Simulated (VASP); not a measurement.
## A VASP 6.6.1 single-point calculation on MgO

INCAR

```
LASPH = .TRUE.
GGA = PE
NELM = 91
IBRION = -1
SIGMA = 0.02
LWAVE = .FALSE.
NBANDS = 16
ISIF = 2
ISMEAR = -1
EDIFF = 1E-7
LCHARG = .FALSE.
NSW = 0
ENCUT = 520
LREAL = .FALSE.
PREC = Accurate
```

KPOINTS

```
KPOINTS created by Atomic Simulation Environment
0
Gamma
1 1 1
0 0 0
```

POSCAR

```
Mg O
 1.0000000000000000
     3.2882172281021651   -0.0000000000288675    0.0000000000000000
    -1.6441086140260825    2.8476796527125590    0.0000000000000000
     0.0000000000000000    0.0000000000000000    4.9336789492999999
 Mg  O
   2   2
Cartesian
  0.0000000000166667  1.8984531017987498 -0.0652341425312186
  1.6441086140594159  0.9492265508849412  2.4016053321187814
  0.0000000000166667  1.8984531017987498  1.9153637485187187
  1.6441086140594159  0.9492265508849412  4.3822032231687187
```

The recommended PBE PAW datasets give the neutral cell 16 valence electrons.

Command

```
mpirun -np 1 vasp_std
```

OSZICAR

```
N       E                     dE             d eps       ncg     rms          rms(c)
DAV:   1     0.734955873779E+02    0.73496E+02   -0.77930E+03    32   0.841E+02
DAV:   2    -0.204392392082E+02   -0.93935E+02   -0.79090E+02    32   0.200E+02
DAV:   3    -0.245412262632E+02   -0.41020E+01   -0.40702E+01    40   0.433E+01
DAV:   4    -0.245592232794E+02   -0.17997E-01   -0.17996E-01    40   0.320E+00
DAV:   5    -0.245593029722E+02   -0.79693E-04   -0.79691E-04    48   0.226E-01    0.143E+01
DAV:   6    -0.176285618583E+02    0.69307E+01   -0.21174E+01    32   0.311E+01    0.450E+00
DAV:   7    -0.175812625282E+02    0.47299E-01   -0.28381E-01    32   0.357E+00    0.298E+00
DAV:   8    -0.176394323650E+02   -0.58170E-01   -0.12791E-01    40   0.377E+00    0.317E-01
DAV:   9    -0.176417045697E+02   -0.22722E-02   -0.95692E-03    40   0.618E-01    0.151E-01
DAV:  10    -0.176422765123E+02   -0.57194E-03   -0.10473E-03    40   0.256E-01    0.270E-02
DAV:  11    -0.176422804536E+02   -0.39414E-05   -0.34311E-05    32   0.491E-02    0.670E-03
DAV:  12    -0.176422876590E+02   -0.72054E-05   -0.73590E-06    48   0.175E-02    0.323E-03
DAV:  13    -0.176422875632E+02    0.95760E-07   -0.92191E-07    40   0.707E-03
   1 F= -.17642288E+02 E0= -.17642288E+02  d E =-.477693E-10
```

From OUTCAR

```
k-points           NKPTS =      1   k-points in BZ     NKDIM =      1   number of bands    NBANDS=     16

   NELECT =      16.0000    total number of electrons

   dimension x,y,z NGX =    24 NGY =   24 NGZ =   40
   dimension x,y,z NGXF=    48 NGYF=   48 NGZF=   80

  energy-cutoff  :      520.00
  volume of cell :       46.20
      direct lattice vectors                 reciprocal lattice vectors
     3.288217228 -0.000000000  0.000000000     0.304116161  0.175581547  0.000000000
    -1.644108614  2.847679653  0.000000000     0.000000000  0.351163095  0.000000000
     0.000000000  0.000000000  4.933678949     0.000000000  0.000000000  0.202688503

 k-points in reciprocal lattice and weights: KPOINTS created by Atomic Simulation Env
   0.00000000  0.00000000  0.00000000       1.000

 E-fermi :   2.9048

 k-point     1 :       0.0000    0.0000    0.0000
  band No.  band energies     occupation
      1     -13.9076      2.00000
      2     -12.9358      2.00000
      3      -1.3678      2.00000
      4       1.6596      2.00000
      5       1.6596      2.00000
      6       2.0619      2.00000
      7       2.0619      2.00000
      8       2.4297      2.00000
      9       5.3903      0.00000
     10      10.5139      0.00000
     11      12.4865      0.00000
     12      15.8057      0.00000
     13      15.8057      0.00000
     14      17.8505      0.00000
     15      18.2930      0.00000
     16      18.2930      0.00000

  Total        4.0643574      4.0643574      3.0664187      0.0000000      0.0000000      0.0000000
  in kB      140.9548271    140.9548271    106.3456001      0.0000000      0.0000000      0.0000000
  external PRESSURE =     129.4184181 kB  Pullay stress =       0.0000000 kB

 POSITION                                       TOTAL-FORCE (eV/Angst)
 -----------------------------------------------------------------------------------
      0.00000      1.89845      4.86844         0.000000      0.000000     -0.894654
      1.64411      0.94923      2.40161        -0.000000     -0.000000     -0.894654
      0.00000      1.89845      1.91536         0.000000     -0.000000      0.894654
      1.64411      0.94923      4.38220         0.000000      0.000000      0.894654
 -----------------------------------------------------------------------------------
    total drift:                               -0.000000     -0.000000      0.000912

  FREE ENERGIE OF THE ION-ELECTRON SYSTEM (eV)
  ---------------------------------------------------
  free  energy   TOTEN  =       -17.6422875632 eV

  energy  without entropy=      -17.6422875632  energy(sigma->0) =      -17.64228756
```

It converged. Results: gap between bands v and c on the k mesh 2.96 eV; least direct gap on the k mesh 2.96 eV; pressure 12.9 GPa; largest force 0.89 eV/Å. Band v is the last that the valence electrons fill when counted band by band, and c is the next.

These settings aren't sound, so the numbers aren't properties of the crystal.

The fault: one k point for a small cell.

On sound settings PBE gives a gap of 3.57 eV on its mesh and a pressure of 5.8 GPa for the intended cell. This run's energy (σ→0) differs from it by 1462 meV an atom.

The run took about 4.6 s on one core of a shared host (Intel Xeon Platinum 8488C) and held 0.15 GiB at most.
